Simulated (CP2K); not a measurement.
Runs of CP2K 2026.2 on CuO. The structure is cubic, space group Pm-3m (No. 221). Conventional cell: a = 2.553 Å, b = 2.553 Å, c = 2.553 Å, α = 90.00°, β = 90.00°, γ = 90.00°. Cu (site symmetry m-3m) is surrounded by 8 O at 2.21 Å. Around O (site symmetry m-3m) lie 8 Cu at 2.21 Å. Measurements of this composition are mostly on another form, of space group No. 15.

| level | potentials or basis | CUTOFF of the grids | D3 from the s-dftd3 library (D3_REFERENCE_CODE) | cutoff radius of the dispersion sum (A) | cutoff of the non-local correlation (Ry) | gap on the mesh (eV) | pressure (GPa) |
| --- | --- | --- | --- | --- | --- | --- | --- |
| r2SCAN | POTENTIAL_UZH Cu GTH-SCAN-q11, O GTH-SCAN-q6; TZVP-MOLOPT-SCAN-GTH basis | 850 Ry | - | - | - | none | 15.2 |
| r2SCAN+D3(BJ)+ATM | POTENTIAL_UZH Cu GTH-SCAN-q11, O GTH-SCAN-q6; TZVP-MOLOPT-SCAN-GTH basis | 850 Ry | yes | 20 | - | none | 12.9 |
| r2SCAN+D3(BJ) | POTENTIAL_UZH Cu GTH-SCAN-q11, O GTH-SCAN-q6; TZVP-MOLOPT-SCAN-GTH basis | 850 Ry | yes | 20 | - | none | 12.0 |
| r2SCAN+D4 | POTENTIAL_UZH Cu GTH-SCAN-q11, O GTH-SCAN-q6; TZVP-MOLOPT-SCAN-GTH basis | 850 Ry | - | 20 | - | none | 13.4 |
| r2SCAN+rVV10 | POTENTIAL_UZH Cu GTH-SCAN-q11, O GTH-SCAN-q6; TZVP-MOLOPT-SCAN-GTH basis | 850 Ry | - | - | 300 | none | (a) |
| PBE | POTENTIAL_UZH Cu GTH-PBE-q11, O GTH-PBE-q6; TZVP-MOLOPT-PBE-GTH basis | 600 Ry | - | - | - | none | (b) |

Alike in all rows: task single point; no spin polarisation; cell as given; k mesh 10 × 10 × 10; smearing fermi-dirac 0.05 eV.

Estimate the missing entries.

(a) 13.3; (b) 24.0.

Caveats: the basis of atomic orbitals isn't converged, which shifts pressures, moduli and gaps; an odd number of electrons without spin polarisation forces a metal; a magnetic or distorted state may lie lower; the run has no spin polarisation, though such a crystal can be magnetic; semilocal functionals often make such compounds metallic where correlation or magnetic order opens a gap, which also shifts bond lengths; pairwise dispersion overbinds metals, which lowers pressure and volume (some runs); so large a pressure means that the cell lies far from this level's equilibrium, or that cutoff or potentials fall short (some runs).

A k mesh can miss the band edges.

A gap of «none» marks a metal or a gap under the smearing width.

Not every run made on this cell is shown here.
